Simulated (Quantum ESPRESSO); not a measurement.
TaN under changes of volume

One of the cells (10.935 Å³/atom); the others are scaled copies at fixed shape and fractional positions:

```
CELL_PARAMETERS angstrom
2.92177 0.00000 0.00000
-1.46088 2.53033 0.00000
0.00000 0.00000 5.91652
ATOMIC_POSITIONS crystal
Ta 0.00000 0.00000 0.50000
Ta 0.00000 0.00000 0.00000
N 0.33333 0.66667 0.25000
N 0.66667 0.33333 0.75000
```

The cell comes from a database or a generator and needn't be the stable form of this composition.

| Item | Value |
| --- | --- |
| Program | Quantum ESPRESSO 7.5 |
| Functional | PBE |
| Potentials or basis | SSSP 1.3 efficiency PBE |
| Cutoff | 816 eV |
| Density cutoff | 6531 eV |
| k mesh | 10 × 10 × 5 |
| Occupations | fermi-dirac, width 0.05 eV |
| Spin | no spin polarisation |

| volume (Å³/atom) | energy over the lowest point (meV/atom) | pressure (GPa) |
| --- | --- | --- |
| 10.279 | 39.57 | 21.5 |
| 10.498 | 15.79 | 13.0 |
| 10.717 | 2.97 | 5.4 |
| 10.935 | 0.00 | -1.4 |
| 11.154 | ? | ? |
| 11.373 | 19.64 | -13.0 |
| 11.591 | 40.53 | -18.0 |

**Question.** What does the run at 11.154 Å³/atom give?

**Answer.** Energy over the lowest point 5.85 meV/atom; pressure -7.5 GPa.

Worked out: A Birch-Murnaghan fit of order 3 (a polynomial in V^(-2/3)) to the other rows has its minimum at 10.90 Å³/atom with B0 = V·E''(V) = 328 GPa and B' = 4.3 at fixed shape and positions, which overstates the stiffness. It gives 5.83 meV/atom at 11.154 Å³/atom, against the run's 5.85, and -dE/dV = -7.3 GPa, against -7.5.

Energies are extrapolated to zero smearing.
